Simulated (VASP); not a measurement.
**CaF2: single point with PBE**

The system is CaF2.

```xyz
3
Lattice="3.8677 0.0000 0.0000 -1.9339 3.3495 0.0000 -1.9339 1.1165 3.2081" Properties=species:S:1:pos:R:3 pbc="T T T"
Ca    0.0000    0.0000    0.0000
F    -1.9339    3.3495    2.4008
F     1.9339    1.1165    0.8072
```

The cell isn't the ideal one: band edges of the strained film's bulk.

```
Program             : VASP 6.6.1
Task                : single point
Functional          : PBE
Potentials or basis : VASP PAW PBE potentials, release 64 (Ca_sv, F)
Cutoff              : 520 eV
k mesh              : 9 × 9 × 8
Occupations         : gaussian, width 0.02 eV
Spin                : no spin polarisation
```

* Pressure: 0.8 GPa
* Largest force: 0.004 eV/Å
* Band gap on the k mesh: 7.18 eV, indirect (least direct gap 7.40 eV)

Forces in eV/Å, atoms in the order of the input:
```
Ca   0.000  0.000  0.000
F    0.000  0.000 -0.004
F    0.000  0.000  0.004
```

Stress tensor (GPa, compression positive):
```
1.08 0.00 0.00
0.00 1.08 0.00
0.00 0.00 0.13
```

Levels at points of the mesh, in eV from the valence-band top:
| k point | band 10 | band 11 | band 12 | band 13 | band 14 | band 15 |
| --- | --- | --- | --- | --- | --- | --- |
| (0.00, 0.00, 0.00) | -0.24 | -0.24 | -0.22 | 7.18 | 9.10 | 9.10 |
| (0.00, 0.00, 0.50) | -1.20 | -0.81 | -0.81 | 9.30 | 9.30 | 9.60 |

Wall time 3.8 min on 1 thread of Intel(R) Xeon(R) Platinum 8259CL CPU @ 2.50GHz (Skylake/Cascade Lake), with other jobs on the host, peak memory 0.26 GiB.

Caveat: an odd mesh through Γ misses points on the zone boundary, where band edges often lie.
